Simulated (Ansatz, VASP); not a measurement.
# Two plane-wave programs on Ag

```
Ag
1.0
     3.17294    0.00000    0.00000
    -1.58647    2.74784    0.00000
     0.00000    0.00000    5.10491
Ag
2
Direct
  0.33333 0.66667 0.25000
  0.66667 0.33333 0.75000
```

Alike in both runs: task single point; functional LDA; k mesh 6 × 6 × 4; occupations gaussian, width 0.1 eV; collinear spin.

|  | VASP | Ansatz |
| --- | --- | --- |
| version | VASP 6.6.1 | Ansatz 0.2.0 |
| potentials or method | VASP PAW LDA potentials, release 64 (Ag) | scalar-relativistic, plane waves, PAW |
| plane-wave cutoff (eV) | 520 | 420 |
| valence electrons in the cell | 22 | 38 |

|  | VASP | Ansatz | Ansatz less VASP |
| --- | --- | --- | --- |
| gap on the k mesh at the Fermi level (eV) | none | none | - |
| net moment per atom (μB) | 0.00 | 0.00 | 0.000 |

A gap of «none» marks a metal or a gap that the smearing closes. The two sets of potentials don't hold the same shells in valence. Ansatz warned: «no_starting_moments».

Caveats: the k mesh is coarse (spacing up to 0.38 Å⁻¹), so the values aren't converged.
